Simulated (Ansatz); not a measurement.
# Al12Cl: the cost of one run

Program: Ansatz 0.2.0. Level of theory: DFT PBE, scalar-relativistic, plane waves, PAW. These are calculated values, not measurements.

4 further runs of the same task are left out: 2 that didn't finish, 2 set aside as unsound or not needed.

## (1) The system as given

The structure is cubic, space group Fm-3m (No. 225). Conventional cell: a = 4.041 Å, b = 4.041 Å, c = 4.041 Å, α = 90.00°, β = 90.00°, γ = 90.00°. Al (site symmetry m-3m) has 12 Al at 2.86 Å as nearest neighbours.

Structure file:

```
CELL_PARAMETERS angstrom
0.00000 2.02031 2.02031
2.02031 0.00000 2.02031
2.02031 2.02031 0.00000
ATOMIC_POSITIONS crystal
Al 0.00000 0.00000 0.00000
```

It is the result of an earlier relaxation at this level (volume 16.49 Å³/atom; gap on the mesh: none (metal)).

## (2) Setting up the map

Atoms count from 1 in the order of the input.

Cl is moved over the surface cell; relaxed at each place: the height of the adsorbate's atoms; substrate rigid; the origin of the map has the adsorbate above Al9.

- position of Cl13 along the first surface vector, from above Al9: 6 values from 0.000 to 0.833, periodic
- position of Cl13 along the second surface vector, from above Al9: 6 values from 0.000 to 0.833, periodic

Relaxed at each point: the height of the adsorbate's atoms; substrate rigid. Points are written as (first, second).

The two vectors of the plane (Å): (2.857, 0.000, 0.000); (-1.429, 2.474, 0.000).

## (3) Grid point (0/6, 0/6) of the map's two axes

input.yaml reads:

```yaml
crystal:
  lattice:
    - [5.7143028096, 0.0, 0.0]
    - [-2.8571514048, 4.948731398, 0.0]
    - [0.0, 0.0, 20.1016424764]
  atoms:
    - { symbol: Al, position: [0.3333333333, 0.1666666667, 0.1989887147] }
    - { symbol: Al, position: [0.3333333333, 0.6666666667, 0.1989887147] }
    - { symbol: Al, position: [0.8333333333, 0.1666666667, 0.1989887147] }
    - { symbol: Al, position: [0.8333333333, 0.6666666667, 0.1989887147] }
    - { symbol: Al, position: [0.1666666667, 0.3333333333, 0.3134533099] }
    - { symbol: Al, position: [0.1666666667, 0.8333333333, 0.3134533099] }
    - { symbol: Al, position: [0.6666666667, 0.3333333333, 0.3134533099] }
    - { symbol: Al, position: [0.6666666667, 0.8333333333, 0.3134533099] }
    - { symbol: Al, position: [0.0, 0.0, 0.4279074452] }
    - { symbol: Al, position: [0.0, 0.5, 0.4279074452] }
    - { symbol: Al, position: [0.5, 0.0, 0.4279074452] }
    - { symbol: Al, position: [0.5, 0.5, 0.4279074452] }
    - { symbol: Cl, position: [0.0, 0.0, 0.5393411254] }
basis:
  ecutwfc: 420
kpoints:
  mp_grid: { grid: [6, 6, 1] }
hamiltonian:
  xc: pbe
scf:
  occupations: { method: gaussian, width: 0.1 }
output:
  forces: true
  eigenvalues: true
relax:
  adjacent_minimum: "off"
  f_tol: 0.025
  max_steps: 16
  constraints:
    - { sites: [0, 1, 2, 3, 4, 5, 6, 7, 8, 9, 10, 11] }
    - { sites: [12], fix: xy }
efield:
  axis: 3
  dipole_correction: true
  ramp_width: 0.04
```

Launch:

```sh
ansatz run input.yaml --threads 4 --pin off --max-ram 12288MiB --backend cpu --events-out ev --progress --plain --runs-dir out
```

**Question.** How long does this run take on 4 threads of Arm Neoverse V1, shared host, and how much memory does it need?

About 6.6 s, with a peak of 0.82 GiB.
